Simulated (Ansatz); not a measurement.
Runs of Ansatz 0.2.0 on Sb. It takes space group P2_1/m (No. 11, monoclinic). Conventional cell: a = 3.122 Å, b = 4.348 Å, c = 4.406 Å, α = 90.00°, β = 90.51°, γ = 90.00°. Sb (site symmetry m) is surrounded by 6 Sb at 3.04 to 3.15 Å. This isn't the form of Sb at room conditions, which is rhombohedral.

| task | level | potentials or basis | spin | k mesh | cutoff (eV) | points for each segment of the path | mesh quality | gap on the mesh (eV) | pressure (GPa) | V0 of scaled cells (Å³/atom) | B0 (GPa) | largest force (eV/Å) |
| --- | --- | --- | --- | --- | --- | --- | --- | --- | --- | --- | --- | --- |
| band structure | PBEsol | Ansatz PAW | SOC, no magnetisation | 9 × 6 × 6 | 420 | 14 | not flagged | none | -2.2 | - | - | 0.06 |
| single point | r2SCAN0 | Ansatz PAW | off | 5 × 4 × 4 | 500 | - | coarse | none | -2.0 | - | - | (a) |
| equation of state | PBEsol | Ansatz PAW earlier set | off | 9 × 6 × 6 | 460 | - | not flagged | - | - | 28.74 | 61 | - |
| band structure | LDA | Ansatz PAW | off | 5 × 4 × 4 | 420 | 14 | coarse | none | -3.2 | - | - | (b) |
| band structure | PBEsol | Ansatz PAW | off | 9 × 6 × 6 | 420 | 14 | not flagged | none | -2.2 | - | - | 0.05 |
| equation of state | PBEsol | PseudoDojo stringent | off | 9 × 6 × 6 | 1361 | - | not flagged | - | - | 28.80 | 61 | - |
| equation of state | PBEsol | Ansatz PAW | off | 9 × 6 × 6 | 420 | - | not flagged | - | - | 28.73 | 61 | - |
| single point | PBE0 | Ansatz PAW | off | 5 × 4 × 4 | 420 | - | coarse | none | -1.6 | - | - | 0.19 |

Alike in all rows: cell as given; smearing fermi-dirac 0.05 eV.

Task: Estimate the missing entries.

Result: (a) 0.17; (b) 0.20.

Caveats: some runs use coarse meshes; the PAW data sets come from PBE, with cores solved anew for the run's functional, which leaves a small shift of forces and pressure (some runs); the cell was scaled at fixed shape and fractional positions, which overstates the stiffness of a crystal with free parameters, most of all of layers and chains (some runs); the thresholds are loose for stress (some runs); spin-orbit coupling is left out, which moves the levels of the heavy elements (some runs).

A k mesh can miss the band edges, and rows without SOC leave out spin-orbit coupling on Sb.

A gap of «none» marks a metal or a gap under the smearing width.
